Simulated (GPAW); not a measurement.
Sn in GPAW: the effect of strain hydrostatic

The system is Sn.

```
Sn
1.0
     0.00000    3.10401    3.10401
     3.10401    0.00000    3.10401
     3.10401    3.10401    0.00000
Sn
2
Direct
  0.75000 0.75000 0.75000
  0.50000 0.50000 0.50000
```

This isn't the form of Sn at room conditions, which is tetragonal (white tin).

Alike in all runs:

```yaml
Program: GPAW 26.7.0
Task: single point
Functional: PBEsol
Potentials_or_basis: PAW data sets generated in the run's folder for this functional
Cutoff: 600 eV
Basis: pw
k_mesh: 7 × 7 × 7
Occupations: fermi-dirac, width 0.05 eV
Spin: no spin polarisation
Maxiter: 150
```

Q: One run gave: pressure 4.6 GPa. Which strain hydrostatic did it use?
A. -0.04
B. 0.01
C. 0.02
D. -0.02
E. -0.01

A: D.

| strain hydrostatic | pressure (GPa) |
| --- | --- |
| -0.04 | 9.1 |
| -0.02 | 4.6 |
| -0.01 | 2.8 |
| 0 | 1.3 |
| 0.01 | -0.1 |
| 0.02 | -1.2 |
| 0.04 | -3.0 |

Caveats: the density grid can change from cell to cell, which puts small steps into energies and stress.
